**Q:** I have computed the pressure of rocksalt SnTe at eleven volumes, with the atoms kept on their ideal sites.

Rocksalt SnTe with atoms on fixed sites, calculated with Ansatz 0.2.0 using PBEsol, scalar-relativistic PAW and no spin polarization. The plane-wave cutoff is 420 eV, the k mesh 10×10×10 and the Gaussian smearing 0.01 eV. Energies are relative to the elements' standard crystals in the same functional, and pressure is positive in compression.

```csv
volume (Å³/atom),shortest distance (Å),energy over elements (eV/atom),pressure (GPa)
27.349,3.013,-0.194,8.040
28.281,3.047,-0.233,5.510
29.214,3.080,-0.259,3.360
30.146,3.112,-0.273,1.540
31.078,3.144,-0.277,0.000
31.281,3.151,-0.277,-0.300
31.699,3.165,-0.276,-0.900
32.011,3.175,-0.273,-1.310
32.943,3.206,-0.262,-2.390
34.186,3.246,-0.239,-3.600
34.824,3.266,-0.224,-4.140
```

The pressure is zero at 31.078 Å³/atom. Taking away 12 % of that volume needs 8.04 GPa, but adding 12 % needs a pull of only 4.14 GPa. Why is the crystal so much easier to stretch than to squeeze?

**A:** What do you suspect?

**Q:** The band gap. The same runs give a gap of 0.16 eV at zero pressure, and it shrinks to 0.006 eV at 32.943 Å³/atom. Electrons that can reach empty states at almost no cost should resist a deformation less. I would say that SnTe softens because it is turning into a metal.

**A:** Then the softening should keep step with the gap. Your three smallest volumes are evenly spaced, so you can compare them directly. What happens there?

**Q:** The pressure falls by 2.53 GPa in the first step and by 2.15 GPa in the second, so the crystal is already softening. But the gap widens over these rows, from 0.25 to 0.34 eV. That is the wrong way round for my explanation.

**A:** The timing is wrong as well. Take as stiffness the pressure gained per fractional loss of volume, which is the bulk modulus. It is 76 GPa between the two smallest volumes and 29 GPa between the two largest. Between the zero-pressure volume and 32.011 Å³/atom, where your runs still show a gap, it is already down to 44 GPa. About two thirds of the softening is over before the gap closes.

**Q:** Could it be simple geometry, then? Suppose that every Sn–Te bond is a perfect spring. A stretched crystal has fewer bonds per unit area, so the same bond force makes a smaller stress.

**A:** That effect is real, and you can work out its size. Call the shortest distance d, its value at zero pressure d₀, and their ratio x. A perfect spring stores an energy proportional to (d − d₀)², and the volume grows as d³. The pressure is minus the slope of energy with volume, which gives

P = 3B(1 − x)/x²

where B is the stiffness at zero pressure, about 47 GPa here. The x² in the denominator is your growing area.

**Q:** How much softening does it give?

**A:** Between the same pairs of volumes as before, the springs soften from 53 to 43 GPa. The calculation goes from 76 to 29 GPa. Geometry has the right sign, but it supplies less than a quarter of the fall. The springs themselves must become weaker as they are stretched.

**Q:** Why would a bond do that?

**A:** Two forces balance in it. When Sn and Te approach each other, their filled shells overlap, and the Pauli principle makes this costly. The overlap grows roughly exponentially as the distance shrinks, so the repulsion rises steeply. The attraction, partly ionic and partly covalent, changes more slowly. Squeezing therefore meets a wall that gets steeper, while stretching soon leaves only a gentle pull.

**Q:** Do my numbers prove that?

**A:** They show that springs of constant strength fail. They don't separate attraction from repulsion, so the cause itself rests on theory. But the argument suggests a simple correction, which you can test: multiply the spring law by an exponential factor, exp[s(1 − x)]. It exceeds one on compression and drops below one on expansion. This is the Vinet equation of state.

**Q:** With two adjustable constants, surely it will fit anything this smooth.

**A:** That is why I fitted B and s only to the eight volumes up to 32.011 Å³/atom, before the gap closes. The three larger volumes are then a prediction. Try the largest one, with s = 5.29.

**Q:** The volume ratio is 34.824/31.078 = 1.1205, and its cube root gives x = 1.0387. The spring law alone gives −5.09 GPa. The exponential factor is exp(−5.29 × 0.0387) = 0.815, so the product is −4.15 GPa. The table has −4.14 GPa.

**A:** The other two predicted rows are less close, but they too agree to about 1 % of the pressure. So a law that knows only the rows before the gap closes carries on through the closing with hardly a mark. The printed output after our exchange gives the details of the fit.

**Q:** Hardly a mark, or none? Something does happen at 32.943 Å³/atom. The gap almost vanishes there, and then it opens again.

**A:** Look at where the band edges lie. From 28.281 Å³/atom upwards, both are at the L point, the centre of a hexagonal face of the Brillouin zone. A gap that closes there and reopens suggests that two levels approach, cross and move apart in exchanged order. SnTe is known for an inverted order of these levels near zero pressure, and stretching would then restore the normal one. The symmetry of the two levels would confirm it, but the runs don't report it.

**Q:** And what would such an exchange do to the pressure?

**A:** The electrons always take the lower level. If the two levels move differently with volume, the filled one contributes a different pressure after the crossing. The jump is the number of electrons that change level, times the rate at which the levels move apart. You can get that rate from the gaps on either side.

**Q:** The gap is 0.074 eV at 32.011 Å³/atom and 0.103 eV, with the order reversed, at 34.186 Å³/atom. So the levels shift against each other by 0.177 eV over 2.175 Å³/atom, or about 0.08 eV per Å³/atom. How many electrons are involved?

**A:** Very few. Four of the thousand k points lie at L, and each holds two electrons in the level concerned. That makes 0.008 electrons per cell, or 0.004 per atom. Multiplied by your rate, this is about 0.0003 eV/Å³, or roughly 0.05 GPa.

**Q:** At the largest volume, the calculated pressure lies 0.95 GPa away from the perfect springs. So the exchange of levels at L is worth about a twentieth of what the weakening bonds do. Can I at least see it in the table?

**A:** Not with confidence. From 32.943 Å³/atom on, the computed pressures are slightly less negative than the smooth law predicts, which is the right sign for the jump. With the Vinet law the difference is at most 0.025 GPa. With another common smooth law, that of Birch and Murnaghan, fitted to the same eight rows, it is 0.04 to 0.06 GPa. The choice of curve matters as much as the effect you are looking for.

**Q:** Would a finer k mesh settle it?

**A:** It would change the question. With more k points, those exactly at L carry less weight, and a sharp jump spreads into a gradual change. A sudden step of this size would therefore belong to the mesh more than to SnTe. Spin-orbit coupling is missing too, and in such heavy elements it changes the gap and the volume at which it closes.

**Q:** Can I still call SnTe an insulator at zero pressure, with its gap of 0.16 eV?

**A:** Not from these runs. If the levels at L are inverted and spin-orbit coupling is left out, the bands can touch along lines near L, between the points of your mesh. The gap that you quote is only the smallest one on the mesh. Without that coupling, your first idea may even be the wrong way round: beyond the crossing, with the levels in normal order, the bands are no longer expected to touch, so stretching would open a true gap. Yet the crystal keeps softening there. In real SnTe, spin-orbit coupling is expected to open a gap where the bands would otherwise touch. All this matters for the electrical behaviour, but hardly for the pressure.

**Q:** Is there a neighbouring material that would make the difference between the two explanations plain?

**A:** Lead telluride is a good one. It has the same structure, but its levels at L are in the normal order, so expansion widens its gap from the start. If closing gaps made these crystals soft, PbTe should stiffen when it is stretched. The repulsion between filled shells says that it should soften, as SnTe does, and that is how ordinary solids behave.

**Q:** And what should an engineer take from this, who knows only one bulk modulus for SnTe?

**A:** That it holds at one volume only. Both smooth laws agree that, near zero pressure, each per cent of added volume lowers the stiffness by about 4.5 %, and each per cent removed raises it by as much. Use that correction for uniform pressure on the undistorted crystal. But check first that the crystal keeps its structure. Your runs leave the atoms on their ideal sites, while real SnTe can shift them off centre at low temperature, and a pressure of a few GPa turns it into a different structure.

Numerical output:

```
energy cost of the smallest volume, eV/atom: 0.083
energy cost of the largest volume, eV/atom: 0.053
stiffness between the two smallest volumes, GPa: 75.5
stiffness from the minimum to 32.011, before the crossing, GPa: 44.29
stiffness between the two largest volumes, GPa: 29.2
fit of pressure on 8 rows (vol < 32.5): coefficient of harm*exp(s*(1-xlen)) 47.31 +/- 0.014, s 5.292; rms 0.00263, worst 31.699 0.00505, leave-one-out rms 0.00276
  rows outside the fit (model, value, miss): 32.943 -2.414, -2.39, -0.024; 34.186 -3.625, -3.6, -0.0246; 34.824 -4.146, -4.14, -0.00562
fit of pressure on 8 rows (vol < 32.5): coefficient of gb 47.36 +/- 0.045, coefficient of gb*eul 30.22 +/- 1.2; rms 0.00254, worst 31.281 -0.00396, leave-one-out rms 0.00473
  rows outside the fit (model, value, miss): 32.943 -2.427, -2.39, -0.0368; 34.186 -3.658, -3.6, -0.0582; 34.824 -4.194, -4.14, -0.0539
pressure derivative of the bulk modulus, Vinet: 4.528
pressure derivative of the bulk modulus, Birch-Murnaghan: 4.425
harmonic-bond pressure at the smallest volume, GPa: 6.447
harmonic-bond pressure at the largest volume, GPa: -5.087
harmonic-bond stiffness between the two smallest volumes, GPa: 52.8
harmonic-bond stiffness between the two largest volumes, GPa: 42.56
slope of the signed gap at the crossing, eV per A3/atom: 0.08135
estimated pressure jump from the level exchange, GPa: 0.05213
smearing energy expected from the L points alone over the computed one: 1
departure from harmonic bonds at the largest volume, GPa: 0.9468
```
